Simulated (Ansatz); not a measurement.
Method: Ansatz 0.2.0, DFT r2SCAN, scalar-relativistic, plane waves, PAW. All cells share a 500 eV cutoff and Γ-centred k meshes spaced at most 0.3 Å⁻¹ (0.19 for metals, 2π included).

Temperature and zero-point effects are left out. The comparison covers the computed candidates alone. For metals, differences of a few meV/atom aren't resolved. No run is spin-polarised.

3 distinct structures were compared, and only named types are asked about.

Q: Which is lower for NbAs, the rock salt or the zinc blende structure, and by how much?

A: The rock salt structure, by 519 meV/atom. It takes 18.2 Å³/atom against 24.2.